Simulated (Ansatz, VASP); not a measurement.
Two plane-wave programs on C

Contents of POSCAR:

```
C
1.0
    0.0000000000      1.7801417077      1.8335459589
    1.7801417077      0.0000000000      1.8335459589
    1.7801417077      1.7801417077      0.0000000000
C
2
Direct
    0.5000000000      0.5000000000      0.5000000000
    0.7500000000      0.7500000000      0.7500000000
```

The input INCAR.step1:

```
PREC = Accurate
ENCUT = 520
ISMEAR = 0
SIGMA = 0.05
LREAL = F
LASPH = T
NELM = 100
NBANDS = 11
GGA = PE
ALGO = Normal
EDIFF = 1E-4
LWAVE = T
LCHARG = F
```

The input INCAR.step2:

```
PREC = Accurate
ENCUT = 520
EDIFF = 1E-6
ISMEAR = 0
SIGMA = 0.05
LREAL = F
LASPH = T
NELM = 100
ALGO = Normal
ISIF = 2
LWAVE = F
LCHARG = F
METAGGA = R2SCAN
LMIXTAU = T
NBANDS = 11
ISTART = 1
```

Contents of KPOINTS:

```
Automatic mesh
0
Gamma
  12 12 12
```

Input for Ansatz:

```yaml
crystal:
  lattice:
    - [0.0, 1.7801417077, 1.8335459589]
    - [1.7801417077, 0.0, 1.8335459589]
    - [1.7801417077, 1.7801417077, 0.0]
  atoms:
    - { symbol: C, position: [0.5, 0.5, 0.5] }
    - { symbol: C, position: [0.75, 0.75, 0.75] }
basis:
  ecutwfc: 500
kpoints:
  mp_grid: { grid: [12, 12, 12] }
hamiltonian:
  xc: r2scan
scf:
  occupations: { method: gaussian, width: 0.05 }
output:
  forces: true
  stress: true
  eigenvalues: true
```

Change from the starting cell: strain +0.0300 x Voigt [0, 0, 1, 0, 0, 0], atoms carried along.

Alike in both runs: task single point; functional r2SCAN; k mesh 12 × 12 × 12; occupations gaussian, width 0.05 eV; no spin polarisation.

|  | VASP | Ansatz |
| --- | --- | --- |
| version | VASP 6.6.1 | Ansatz 0.2.0 |
| potentials or method | VASP PAW PBE potentials, release 64 (C) | scalar-relativistic, plane waves, PAW |
| plane-wave cutoff (eV) | 520 | 500 |
| valence electrons in the cell | 8 | 8 |

```tsv
	VASP	Ansatz	Ansatz less VASP
gap on the k mesh at the Fermi level (eV)	3.90	3.93	+0.028
least direct gap on the mesh (eV)	5.49	5.53	+0.043
pressure (GPa)	-11.6	-12.6	-1.00
largest component of the traceless stress (GPa)	19.44	19.48	+0.033
```

Caveats: the PAW data sets were made with another functional, which shifts forces and pressure a little (VASP).
